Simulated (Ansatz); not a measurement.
**Orderings of Sn5Ge on the fcc lattice**

These are results of Ansatz 0.2.0, DFT PBE, scalar-relativistic, plane waves, PAW, not measurements. Settings: cutoff 420 eV, Γ-centred meshes spaced at most about 0.3 Å⁻¹, and about 0.25 Å⁻¹ or finer for metals (2π included), Gaussian smearing. No spin polarisation.

These are static total energies at zero pressure. Each row is a relaxed arrangement of Sn and Ge on shared sites of the fcc type. The column n gives the unlike atoms among the 12 nearest shared sites, averaged over those sites; energies count from the lowest row.

| row | space group | source | atoms | n (of 12) | V (Å³/atom) | gap on mesh (eV) | ΔE (meV/atom) |
| --- | --- | --- | --- | --- | --- | --- | --- |
| 1 | P-3m1 (No. 164) | invented | 6 | 2.00 | 26.76 | 0 | 17.9 |
| 2 | P4/mmm (No. 123) | invented | 6 | 2.67 | 26.43 | 0 | 0.0 |
| 3 | Cmmm (No. 65) | invented | 6 | 4.00 | 26.59 | 0 | ? |

The cell of row 3:

```
CELL_PARAMETERS angstrom
2.39458 -7.04192 0.00000
2.39458 7.04192 0.00000
0.00000 0.00000 4.73106
ATOMIC_POSITIONS crystal
Sn 0.66040 0.33960 0.00000
Sn 0.16177 0.83823 0.50000
Sn 0.33960 0.66040 0.00000
Sn 0.50000 0.50000 0.50000
Sn 0.83823 0.16177 0.50000
Ge 0.00000 0.00000 0.00000
```

Q: Estimate the missing energy, and say where the row ranks.

A: 12.4 meV/atom, above row 2 and level, within the noise, with row 1. The count n alone doesn't order these rows. Row 3: Sn on a site of symmetry m2m is surrounded by 10 Sn at 3.27–3.48 Å and 2 Ge at 3.29 Å; Sn on a second site of symmetry m2m is surrounded by 2 Ge at 3.28 Å and 10 Sn at 3.31–3.45 Å; around Sn on a site of symmetry mmm lie 8 Sn at 3.27–3.31 Å and 4 Ge at 3.37 Å; around Ge lie 12 Sn at 3.28–3.37 Å.

The k mesh leaves some 4 meV/atom of noise in the energy of each metallic cell. Only small cells were tried. Some structure types and database cells were kept out of the candidates from the start, so a known form may be missing.

Row 2 is the lowest of the three arrangements, although row 3 gives Ge only Sn neighbours and so has the most unlike contacts. A weak preference for such contacts is reasonable: Sn and Ge share a group and the ns²np² valence configuration and differ little in electronegativity, so mixed neighbours gain little from charge transfer. Size mismatch probably matters more. In row 3 the Ge–Sn contacts, at 3.28–3.37 Å, are hardly shorter than the Sn–Sn ones, which suggests that the smaller Ge sits in a site cut for Sn. Row 2 also has the smallest volume, consistent with better relief of this misfit, but band filling could contribute as well.

The zero gaps fit close packing, where many long contacts replace the directed sp³ bonds that separate bonding from antibonding states in the diamond forms of both elements. Without energies relative to elemental Sn and Ge, the ranking does not show whether any of these orderings would resist separation, which the poor solid solubility of the pair makes likely.
